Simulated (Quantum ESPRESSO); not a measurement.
# PbO (Litharge): Wannier functions with PBE

Crystal: PbO (Litharge).

```
Pb O
1.0
     3.99000    0.00000    0.00000
     0.00000    3.99000    0.00000
     0.00000    0.00000    5.01000
Pb O
2 2
Direct
  0.50000 0.00000 0.76000
  0.00000 0.50000 0.24000
  0.50000 0.50000 0.00000
  0.00000 0.00000 0.00000
```

| Quantity | Value |
| --- | --- |
| Program | Quantum ESPRESSO 7.5 |
| Task | Wannier functions |
| Functional | PBE |
| Potentials or basis | PseudoDojo 0.4.1 SR PBE standard |
| Cutoff | 1143 eV |
| Density cutoff | 4572 eV |
| k mesh | 6 × 6 × 5 |
| Occupations | fermi-dirac, width 0.05 eV |
| Spin | no spin polarisation |
| Iterations | 0 |
| Mixing beta | 0.5 |
| Most SCF iterations | 120 |
| SCF threshold | 8e-10 Ry |
| k mesh for the Wannier functions | 4 × 4 × 4 |
| Projections | Pb spd, O sp |

```
Pressure                      : 3.5 GPa
Largest force                 : 0.067 eV/Å
Band gap on the k mesh        : 1.15 eV, indirect (least direct gap 2.08 eV)
Band gap along the path       : 1.14 eV, indirect (least direct gap 2.08 eV)
Total Wannier spread          : 27.55 Å² over 26 functions
RMS miss of the Wannier bands : 0.014 eV
```

Forces in eV/Å, atoms in the order of the input:
```
Pb   0.000  0.000 -0.067
Pb   0.000  0.000  0.067
O    0.000  0.000  0.000
O    0.000  0.000  0.000
```

Stress tensor (GPa, compression positive):
```
3.95 0.00 0.00
0.00 3.95 0.00
0.00 0.00 2.49
```

Levels at the corners of the path, in eV from the valence-band top:
| point | band 18 | band 19 | band 20 | band 21 | band 22 | band 23 |
| --- | --- | --- | --- | --- | --- | --- |
| Γ | -1.55 | -1.55 | -0.01 | 2.40 | 5.52 | 5.52 |
| X | -2.89 | -1.64 | -1.64 | 3.37 | 3.37 | 6.59 |
| M | -1.65 | -0.94 | -0.94 | 1.14 | 1.14 | 5.23 |
| Γ | -1.55 | -1.55 | -0.01 | 2.40 | 5.52 | 5.52 |
| Z | -1.58 | -1.58 | -0.94 | 2.03 | 3.93 | 3.93 |
| R | -2.85 | -0.97 | -0.97 | 3.07 | 3.07 | 6.22 |
| A | -2.25 | -0.95 | -0.95 | 3.40 | 3.40 | 4.77 |
| Z | -1.58 | -1.58 | -0.94 | 2.03 | 3.93 | 3.93 |
| X | -2.89 | -1.64 | -1.64 | 3.37 | 3.37 | 6.59 |
| R | -2.85 | -0.97 | -0.97 | 3.07 | 3.07 | 6.22 |
| M | -1.65 | -0.94 | -0.94 | 1.14 | 1.14 | 5.23 |
| A | -2.25 | -0.95 | -0.95 | 3.40 | 3.40 | 4.77 |

Wannier functions:
| function | nearest atom | distance (Å) | spread (Å²) | on-site energy from the reference level (eV) |
| --- | --- | --- | --- | --- |
| 1 | 1 Pb | 0.03 | 1.72 | -5.07 |
| 2 | 1 Pb | 0.08 | 2.28 | 3.65 |
| 3 | 1 Pb | 0.09 | 2.16 | 4.45 |
| 4 | 1 Pb | 0.09 | 2.16 | 4.45 |
| 5 | 1 Pb | 0.00 | 0.57 | -16.42 |
| 6 | 1 Pb | 0.01 | 0.59 | -16.42 |
| 7 | 1 Pb | 0.01 | 0.59 | -16.42 |
| 8 | 1 Pb | 0.00 | 0.57 | -16.41 |
| 9 | 1 Pb | 0.00 | 0.58 | -16.40 |
| 10 | 2 Pb | 0.03 | 1.72 | -5.07 |
| 11 | 2 Pb | 0.08 | 2.28 | 3.65 |
| 12 | 2 Pb | 0.09 | 2.16 | 4.45 |
| 13 | 2 Pb | 0.09 | 2.17 | 4.44 |
| 14 | 2 Pb | 0.00 | 0.57 | -16.42 |
| 15 | 2 Pb | 0.01 | 0.59 | -16.42 |
| 16 | 2 Pb | 0.01 | 0.59 | -16.42 |
| 17 | 2 Pb | 0.00 | 0.57 | -16.41 |
| 18 | 2 Pb | 0.00 | 0.58 | -16.40 |
| 19 | 3 O | 0.00 | 0.51 | -17.17 |
| 20 | 3 O | 0.00 | 0.74 | -2.81 |
| 21 | 3 O | 0.02 | 0.65 | -2.83 |
| 22 | 3 O | 0.02 | 0.65 | -2.83 |
| 23 | 4 O | 0.00 | 0.51 | -17.17 |
| 24 | 4 O | 0.00 | 0.74 | -2.81 |
| 25 | 4 O | 0.02 | 0.65 | -2.83 |
| 26 | 4 O | 0.02 | 0.65 | -2.83 |

Parts of the spread (Å²): invariant 16.06, diagonal 0.008, off-diagonal 11.48, total 27.55. Against the direct bands the interpolation misses by 14 meV (root mean square) and 269 meV at most, for states up to 1 eV over the reference level.

Run time: 28 min on 1 thread of Intel(R) Xeon(R) Processor @ 2.50GHz (Skylake/Cascade Lake) (shared host), peak memory 0.42 GiB.

Caveat: spin-orbit coupling is left out, which as a rule narrows the gap of such compounds by several tenths of an eV. A hybrid or GW would open this gap; PBE tends to underestimate it.
